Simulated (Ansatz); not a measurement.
# HfS2: band gap under strain

Aim: follow the gap of HfS2 built on the CdI2 prototype through these states: +2.0 % equal strain in all directions; +3.0 % equal strain in all directions; +4.0 % equal strain in all directions. The table at the end shows which levels were run.

The runs shown are made with Ansatz 0.2.0. PAW datasets, plane waves. Calculated at 0 K for a non-magnetic cell.

### 1 Starting point

The unstrained cell was relaxed with r2SCAN+rVV10; in each strained cell the atoms were relaxed again with r2SCAN+rVV10. Names of k-points are those of the unstrained zone, where strain can split equivalent points. First state: +2.0 % equal strain in all directions.

Space group P-3m1 (No. 164), trigonal; a = 3.703 Å, c = 5.996 Å in the conventional setting, 23.73 Å³ an atom. Hf has 6 S at 2.56 Å; S has 3 Hf at 2.56 Å.

Coordinates:

```cif
data_structure
_symmetry_space_group_name_H-M 'P 1'
_symmetry_Int_Tables_number 1
_cell_length_a 3.7029
_cell_length_b 3.7029
_cell_length_c 5.9959
_cell_angle_alpha 90.000
_cell_angle_beta 90.000
_cell_angle_gamma 120.000
_cell_volume 71.20
loop_
_atom_site_label
_atom_site_type_symbol
_atom_site_fract_x
_atom_site_fract_y
_atom_site_fract_z
_atom_site_occupancy
Hf1 Hf 0.00000 0.00000 0.00000 1
S1 S 0.33333 0.66667 0.23495 1
S2 S 0.66667 0.33333 0.76505 1
```

From earlier runs on the unstrained cell: PBE 1.03 eV, r2SCAN 1.36 eV, HSE06 1.85 eV, r2SCAN+SOC 1.34 eV, G0W0 1.93 eV (on its mesh); a = 3.630 Å, c = 5.878 Å.

### 2 +2.0 % equal strain in all directions: PBE

input.yaml

```yaml
crystal:
  lattice:
    - [3.7029018777, 0.0, 0.0]
    - [-1.8514509388, 3.2068070938, 0.0]
    - [0.0, 0.0, 5.9959253136]
  atoms:
    - { symbol: Hf, position: [0.0, 0.0, 0.0] }
    - { symbol: S, position: [0.3333333333, 0.6666666667, 0.2349536346] }
    - { symbol: S, position: [0.6666666667, 0.3333333333, 0.7650463654] }
kpoints:
  mp_grid: { grid: [12, 12, 4] }
  band_path:
    path:
      - [0.0, 0.0, 0.0]
      - [0.5, 0.0, 0.0]
      - [0.3333333333, 0.3333333333, 0.0]
      - [0.0, 0.0, 0.5]
      - [0.5, 0.0, 0.5]
      - [0.3333333333, 0.3333333333, 0.5]
      - [0.0, 0.25, 0.25]
      - [-0.125, 0.0625, 0.0]
      - [0.0, 0.5, 0.5]
    npoints: 1
hamiltonian:
  xc: pbe
scf:
  occupations: { method: fermi_dirac, width: 0.02 }
  n_extra_bands: 4
output:
  forces: true
  stress: true
  eigenvalues: true
```

The run is started by

```console
ansatz run input.yaml --threads 2 --pin off --max-ram 20275MiB --backend cpu --events-out ev --progress --plain --runs-dir out
```

The runs that follow: +2.0 % equal strain in all directions: r2SCAN; +2.0 % equal strain in all directions: HSE06; +2.0 % equal strain in all directions: r2SCAN+SOC; +2.0 % equal strain in all directions: r2SCAN; +2.0 % equal strain in all directions: G0W0@PBE; +3.0 % equal strain in all directions: PBE; +3.0 % equal strain in all directions: r2SCAN; +3.0 % equal strain in all directions: HSE06; +3.0 % equal strain in all directions: r2SCAN+SOC; +3.0 % equal strain in all directions: r2SCAN; +3.0 % equal strain in all directions: G0W0@PBE; +4.0 % equal strain in all directions: PBE; +4.0 % equal strain in all directions: r2SCAN; +4.0 % equal strain in all directions: HSE06; +4.0 % equal strain in all directions: r2SCAN+SOC; +4.0 % equal strain in all directions: r2SCAN; +4.0 % equal strain in all directions: G0W0@PBE.

Before running it: what results should come out?

**Answer**, as computed:

Least gap in eV (negative: overlap), with the change from the unstrained cell in brackets. G0W0 is on its own coarse mesh.

| state | volume change (%) | PBE | r2SCAN | HSE06 | G0W0 |
| --- | --- | --- | --- | --- | --- |
| +2.0 % equal strain in all directions | +6.1 | 1.23 (+0.20) | 1.59 (+0.23) | 2.08 (+0.23) | 2.22 (+0.29) |
| +3.0 % equal strain in all directions | +9.3 | 1.31 (+0.28) | 1.68 (+0.32) | 2.18 (+0.33) | 2.33 (+0.40) |
| +4.0 % equal strain in all directions | +12.5 | 1.39 (+0.36) | 1.75 (+0.39) | 2.26 (+0.41) | 2.41 (+0.48) |

What this shows: The largest move of the HSE06 gap in the table is +0.412 eV, under +4.0 % equal strain in all directions. PBE and HSE06 differ by 0.82 eV on the unstrained gap, and by at most 0.05 eV on its change: PBE follows the response to strain far better than the gap itself. Spin-orbit coupling is left out of the table, though the cell holds Hf (Z = 72); in an element this heavy it can shift bands and gaps by tenths of an eV. The G0W0 figures hold for the stated bands, cutoff and mesh and aren't extrapolated.
